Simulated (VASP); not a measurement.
# CaO (Pm-3m) in VASP: reference runs

Reference runs on CaO: the cell as given.

All numbers are computed with VASP 6.6.1; they aren't measurements. Logs are shortened: lines on timing, memory, paths and dates and some standing lists are left out, and cuts for length are marked.

## (1) Starting point

It takes space group Pm-3m (No. 221, cubic). The conventional cell has a = 3.076 Å, b = 3.076 Å, c = 3.076 Å, α = 90.00°, β = 90.00°, γ = 90.00°. Ca (site symmetry m-3m) is surrounded by 8 O at 2.66 Å. O (site symmetry m-3m) is surrounded by 8 Ca at 2.66 Å.

The cell was built by a generator and needn't be a form met in nature.

## (2) Single point, PBE

Input file INCAR:

```
SYSTEM = CaO
  ALGO = Normal
  EDIFF = 1E-7
  ENCUT = 520
  GGA = PE
  ISIF = 2
  ISMEAR = -1
  LASPH = .TRUE.
  LCHARG = .FALSE.
  LREAL = .FALSE.
  LWAVE = .FALSE.
  NBANDS = 15
  NELM = 100
  PREC = Accurate
  SIGMA = 0.05
```

Input file KPOINTS:

```
k-points
0
G
  9 9 9
  0 0 0
```

Input file POSCAR:

```
CaO
1.0
    3.0764151800      0.0000000000      0.0000000000
    0.0000000000      3.0764151800      0.0000000000
    0.0000000000      0.0000000000      3.0764151800
Ca O
1 1
Direct
    0.0000000000      0.0000000000      0.0000000000
    0.5000000000      0.5000000000      0.5000000000
```

Potentials or basis: VASP PAW PBE potentials, release 64 (Ca_sv, O).

Started as:

```
$ cat potpaw_PBE.64/Ca_sv/POTCAR potpaw_PBE.64/O/POTCAR > POTCAR
$ mpirun -np 1 vasp_std > vasp.out
```

OUTCAR:

```text
SYSTEM = CaO
   EDIFF = 1E-7
   ENCUT = 520
   GGA = PE
   ISIF = 2
   ISMEAR = -1
   LASPH = .TRUE.
   LREAL = .FALSE.
   NELM = 100
   PREC = Accurate

 ion  position               nearest neighbor table
   1  0.000  0.000  0.000-
   2  0.500  0.500  0.500-

  LATTYP: Found a simple cubic cell.
 ALAT       =     3.0764151800

  Lattice vectors:

 A1 = (   3.0764151800,   0.0000000000,   0.0000000000)
 A2 = (   0.0000000000,   3.0764151800,   0.0000000000)
 A3 = (   0.0000000000,   0.0000000000,   3.0764151800)

Analysis of symmetry for initial positions (statically):
=====================================================================
 Subroutine PRICEL returns:
 Original cell was already a primitive cell.

 Routine SETGRP: Setting up the symmetry group for a
 simple cubic supercell.

 Subroutine GETGRP returns: Found 48 space group operations
 (whereof 48 operations were pure point group operations)
 out of a pool of 48 trial point group operations.

The static configuration has the point symmetry O_h .

Analysis of symmetry for dynamics (positions and initial velocities):
=====================================================================
 Subroutine PRICEL returns:
 Original cell was already a primitive cell.

 Routine SETGRP: Setting up the symmetry group for a
 simple cubic supercell.

 Subroutine GETGRP returns: Found 48 space group operations
 (whereof 48 operations were pure point group operations)
 out of a pool of 48 trial point group operations.

The dynamic configuration has the point symmetry O_h .

 Subroutine INISYM returns: Found 48 space group operations
 (whereof 48 operations are pure point group operations),
 and found     1 'primitive' translations

----------------------------------------------------------------------------------------

                                     Primitive cell

  volume of cell :      29.1162

  direct lattice vectors                    reciprocal lattice vectors
     3.076415180  0.000000000  0.000000000     0.325053655  0.000000000  0.000000000
     0.000000000  3.076415180  0.000000000     0.000000000  0.325053655  0.000000000
     0.000000000  0.000000000  3.076415180     0.000000000  0.000000000  0.325053655

  length of vectors
     3.076415180  3.076415180  3.076415180     0.325053655  0.325053655  0.325053655

  position of ions in fractional coordinates (direct lattice)
     0.000000000  0.000000000  0.000000000
     0.500000000  0.500000000  0.500000000

  ion indices of the primitive-cell ions
[... 80 lines left out ...]
   NFREE  =      0    steps in history (QN), initial steepest desc. (CG)
   ISIF   =      2    stress and relaxation
   ISYM   =      2    0-nonsym 1-usesym 2-fastsym
   POTIM  = 0.5000    time-step for ionic-motion
   TEBEG  =    0.0;   TEEND  =   0.0 temperature during run
   PSTRESS=    0.0 pullay stress
   NELECT =      16.0000    total number of electrons
   NUPDOWN=      -1.0000    fix difference up-down
   EMIN   =  10.00;   EMAX   =-10.00  energy-range for DOS
   EFERMI =   0.00;   METHOD = LEGACY
   ISMEAR =    -1;   SIGMA  =   0.05  broadening in eV -4-tet -1-fermi 0-gaus
   EFERMI_NEDOS =   21; number of points for ismear=-14 and -15
   IALGO  =     38    algorithm
   IMIX   =      4    mixing-type and parameters
     AMIX     =   0.40;   BMIX     =  1.00
     AMIX_MAG =   1.60;   BMIX_MAG =  1.00
  volume/ion in A,a.u.               =      14.56        98.24
  Fermi-wavevector in a.u.,A,eV,Ry     =   1.340921  2.533973 24.464218  1.798069
  Thomas-Fermi vector in A             =   2.469196
   LORBIT       =      0    0 simple, 1 ext, 2 COOP (PROOUT), +10 PAW based schemes
   GGA     = PE    functional components
   LHFCALC =     F    Hartree Fock is set to
   AEXX    =    0.0000 exact exchange contribution
   IVDW    =     0    specifies the selected vdW correction
   LEPSILON=     F    determine dielectric tensor
   LRPA    =     F    only Hartree local field effects (RPA)
 non-spin polarized calculation
  energy-cutoff  :      520.00
  volume of cell :       29.12
 maximum number of plane-waves:       800
 NGX is ok and might be reduce to    24
   NGX = 11   NGY = 11   NGZ = 11

 number of electron      16.0000009 magnetization

 Free energy of the ion-electron system (eV)
  ---------------------------------------------------
  ext. energy  EPLUGINS =         0.00000000
  ---------------------------------------------------
  free energy    TOTEN  =       -11.68808934 eV

  energy without entropy =      -11.68808934  energy(sigma->0) =      -11.68808934

 E-fermi :   4.0325     XC(G=0): -10.3903

 val. band max:        3.0210136316   @ k =   0.4444   0.4444   0.0000
 cond. band min:       5.8272135119   @ k =   0.0000   0.0000   0.0000
 fundamental gap:      2.8061998803
 Fermi energy:         4.0325345052

 k-point     1 :       0.0000    0.0000    0.0000
  band No.  band energies     occupation
      1     -36.7141      2.00000
      2     -17.3637      2.00000
      3     -17.3637      2.00000
      4     -17.3637      2.00000
      5     -12.8962      2.00000
      6       2.7518      2.00000
      7       2.7518      2.00000
      8       2.7518      2.00000
      9       5.8272      0.00000
     10       5.8272      0.00000
     11       6.5259      0.00000
     12      10.5008      0.00000
     13      10.5008      0.00000
     14      10.5008      0.00000
[... 401 lines left out ...]
      2     -17.9769      2.00000
      3     -17.7833      2.00000
      4     -17.3248      2.00000
      5     -12.2853      2.00000
      6       0.7646      2.00000
      7       1.3092      2.00000
      8       2.5393      2.00000
      9       7.1920      0.00000
     10       7.9575      0.00000
     11       9.2986      0.00000
     12       9.5141      0.00000
     13      10.4275      0.00000
     14      13.4720      0.00000
     15      15.2614      0.00000

 [... further k-points ...]
[... 5 lines left out ...]
  --------------------------------------------------------------------------------------
  -------------------------------------------------------------------------------------
  Total       -1.9765731     -1.9765731     -1.9765731     -0.0000000     -0.0000000      0.0000000
  in kB     -108.7648673   -108.7648673   -108.7648673     -0.0000000     -0.0000000      0.0000000
  external PRESSURE =    -108.7648673 kB  Pullay stress =       0.0000000 kB

 VOLUME and BASIS-vectors are now :
 -----------------------------------------------------------------------------
  energy-cutoff  :      520.00
  volume of cell :       29.12
      direct lattice vectors                 reciprocal lattice vectors
     3.076415180  0.000000000  0.000000000     0.325053655  0.000000000  0.000000000
     0.000000000  3.076415180  0.000000000     0.000000000  0.325053655  0.000000000
     0.000000000  0.000000000  3.076415180     0.000000000  0.000000000  0.325053655

 POSITION                                       TOTAL-FORCE (eV/Angst)
 -----------------------------------------------------------------------------------
      0.00000      0.00000      0.00000         0.000000      0.000000      0.000000
      1.53821      1.53821      1.53821         0.000000      0.000000      0.000000
 -----------------------------------------------------------------------------------
    total drift:                                0.000000      0.000000     -0.000000

  FREE ENERGIE OF THE ION-ELECTRON SYSTEM (eV)
  ---------------------------------------------------
  free  energy   TOTEN  =       -11.6880893376 eV

  energy  without entropy=      -11.6880893375  energy(sigma->0) =      -11.68808934
```

OSZICAR:

```text
N       E                     dE             d eps       ncg     rms          rms(c)
DAV:   1     0.123131997368E+03    0.12313E+03   -0.83837E+03  1050   0.109E+03
DAV:   2    -0.820249335118E+01   -0.13133E+03   -0.12277E+03  1309   0.286E+02
DAV:   3    -0.131687295499E+02   -0.49662E+01   -0.49361E+01  1190   0.580E+01
DAV:   4    -0.132922787351E+02   -0.12355E+00   -0.12347E+00  1575   0.821E+00
DAV:   5    -0.132934243735E+02   -0.11456E-02   -0.11456E-02  1199   0.731E-01    0.826E+00
DAV:   6    -0.118188257483E+02    0.14746E+01   -0.41747E+00  1176   0.189E+01    0.381E+00
DAV:   7    -0.117104920519E+02    0.10833E+00   -0.37785E-01  1127   0.607E+00    0.178E+00
DAV:   8    -0.116888990669E+02    0.21593E-01   -0.10020E-01  1330   0.328E+00    0.433E-01
DAV:   9    -0.116876032579E+02    0.12958E-02   -0.59337E-03  1169   0.806E-01    0.107E-01
DAV:  10    -0.116881476956E+02   -0.54444E-03   -0.10962E-03  1246   0.335E-01    0.755E-02
DAV:  11    -0.116880845216E+02    0.63174E-04   -0.14369E-04  1176   0.143E-01    0.101E-02
DAV:  12    -0.116880892350E+02   -0.47134E-05   -0.14793E-05  1324   0.367E-02    0.553E-03
DAV:  13    -0.116880893478E+02   -0.11279E-06   -0.11510E-06  1204   0.104E-02    0.106E-03
DAV:  14    -0.116880893376E+02    0.10159E-07   -0.47599E-08  1036   0.241E-03
   1 F= -.11688089E+02 E0= -.11688089E+02  d E =-.663120E-10
```

It took 7.9 s on 1 thread of AMD EPYC 9R45 (Zen 5), shared host; peak memory 0.11 GiB.

What came out:

```
Free energy            : -11.6881 eV
Pressure               : -10.9 GPa
Band gap on the k mesh : 2.81 eV, indirect (least direct gap 3.08 eV)
```

Caveat: an odd mesh through Γ misses points on the zone boundary, where band edges often lie. As with any semilocal functional, this PBE gap is likely too small.
